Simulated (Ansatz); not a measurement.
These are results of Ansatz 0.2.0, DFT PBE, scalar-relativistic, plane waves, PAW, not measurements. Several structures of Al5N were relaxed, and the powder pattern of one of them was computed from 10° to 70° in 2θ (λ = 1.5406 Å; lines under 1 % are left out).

Cu Kα1 powder pattern (kinematic, no thermal factors).
2θ (°) (relative intensity): 15.08 (2), 21.39 (38), 30.43 (27), 31.35 (15), 34.13 (10), 34.96 (10), 38.27 (11), 43.58 (48), 44.26 (100), 46.37 (10), 49.04 (3), 54.66 (9), 56.48 (3), 57.05 (3), 59.37 (9), 63.33 (12), 65.42 (8), 66.04 (13), 67.67 (3), 69.70 (2)

Question: Which structure gives it?
A.

```
Al N
1.0
     5.86943    0.00000    0.00000
     0.00000    5.86943    0.00000
     0.00000    0.00000    2.85070
Al N
5 1
Direct
  0.27688 0.27688 0.00000
  0.72312 0.72312 0.00000
  0.72312 0.27688 0.00000
  0.27688 0.72312 0.00000
  0.00000 0.00000 0.50000
  0.50000 0.50000 0.50000
```

B.

```
Al N
1.0
     5.28085    0.00000    0.00000
     0.00000    5.28085    0.00000
     0.00000    0.00000    4.78938
Al N
5 1
Direct
  0.24753 0.24753 0.20306
  0.75247 0.75247 0.20306
  0.75247 0.24753 0.20306
  0.24753 0.75247 0.20306
  0.00000 0.00000 0.79196
  0.00000 0.00000 0.40369
```

C.

```
Al N
1.0
     4.76118    0.00000    0.00000
    -0.03684    5.03151    0.00000
    -0.15790   -0.32096    8.29012
Al N
10 2
Direct
  0.94482 0.17413 0.17719
  0.02629 0.64957 0.70382
  0.03533 0.67678 0.03330
  0.02324 0.16360 0.52465
  0.02819 0.65777 0.37302
  0.09480 0.15387 0.86578
  0.51668 0.53687 0.21892
  0.55353 0.94258 0.67936
  0.51477 0.02842 0.36138
  0.54323 0.53058 0.88176
  0.23367 0.31001 0.33308
  0.48546 0.17582 0.84773
```

D.

```
Al N
1.0
     4.96303    0.00000    0.00000
    -2.48151    4.29811    0.00000
     0.00000    0.00000    4.17766
Al N
5 1
Direct
  0.31039 0.00000 0.00000
  0.00000 0.31039 0.00000
  0.68961 0.68961 0.00000
  0.33333 0.66667 0.50000
  0.66667 0.33333 0.50000
  0.00000 0.00000 0.50000
```

Answer: A. Its strongest line, at 2θ = 44.26°, has d = λ/(2 sin θ) = 2.045 Å and is the (2 0 1) reflection of the conventional P4/mmm cell with a = 5.869 Å, c = 2.851 Å. The others have their strongest lines at 38.9° (B); 37.8° (C); 42.3° (D).

The cells needn't be stable.
